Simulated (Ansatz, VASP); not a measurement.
## One calculation of P, two programs

INCAR

```
SYSTEM = P
ALGO = Normal
EDIFF = 1E-6
EDIFFG = -0.005
ENCUT = 600
GGA = PE
IBRION = 2
ISIF = 3
ISMEAR = 0
IVDW = 12
LASPH = .TRUE.
LCHARG = .FALSE.
LREAL = .FALSE.
LWAVE = .FALSE.
NELM = 100
NSW = 100
PREC = Accurate
SIGMA = 0.1
```

KPOINTS

```
k-points
0
G
  10 10 10
  0 0 0
```

POSCAR

```
P
1.0
    4.2729048574      0.0000000000      0.0000000000
    0.0000000000      4.2729048574      0.0000000000
    0.0000000000      0.0000000000      4.3780000000
P
1
Direct
    0.0000000000      0.0000000000      0.0000000000
```

Input for Ansatz:

```yaml
crystal:
  lattice:
    - [4.2729048574, 0.0, 0.0]
    - [0.0, 4.2729048574, 0.0]
    - [0.0, 0.0, 4.378]
  atoms:
    - { symbol: P, position: [0.0, 0.0, 0.0] }
basis:
  ecutwfc: 420
kpoints:
  mp_grid: { grid: [10, 10, 10] }
hamiltonian:
  xc: pbe
  dispersion: d3bj
scf:
  occupations: { method: gaussian, width: 0.1 }
output:
  forces: true
  stress: true
  eigenvalues: true
relax:
  adjacent_minimum: "off"
  f_tol: 0.005
  max_steps: 80
  cell: { stress_tol: 0.05 }
```

This isn't the form of P at room conditions, which is orthorhombic.

Alike in both runs: task relaxation of cell and atoms; functional PBE; dispersion D3(BJ); k mesh 10 × 10 × 10; occupations gaussian, width 0.1 eV; no spin polarisation.

|  | VASP | Ansatz |
| --- | --- | --- |
| version | VASP 6.6.1 | Ansatz 0.2.0 |
| potentials or method | VASP PAW PBE potentials, release 64 (P) | scalar-relativistic, plane waves, PAW |
| plane-wave cutoff (eV) | 600 | 420 |
| valence electrons in the cell | 5 | 5 |

```tsv
	VASP	Ansatz	Ansatz less VASP
gap on the k mesh at the Fermi level, each at its own relaxed structure (eV)	none	none	-
relaxed volume (Å³/atom)	13.92	13.95	+0.033
relaxed cell length with the largest relative difference (Å)	2.405	2.407	+0.0021
energy change over the relaxation (meV/atom)	-4568	-4561	+6.2
```

A gap of «none» marks a metal or a gap that the smearing closes.

Caveats: the volume moved by over 15 % at a fixed basis, so the end points are rough (VASP); the volume moved by -83 % from the deposited cell, more than functionals usually miss; pairwise dispersion overbinds metals, which lowers pressure and volume.
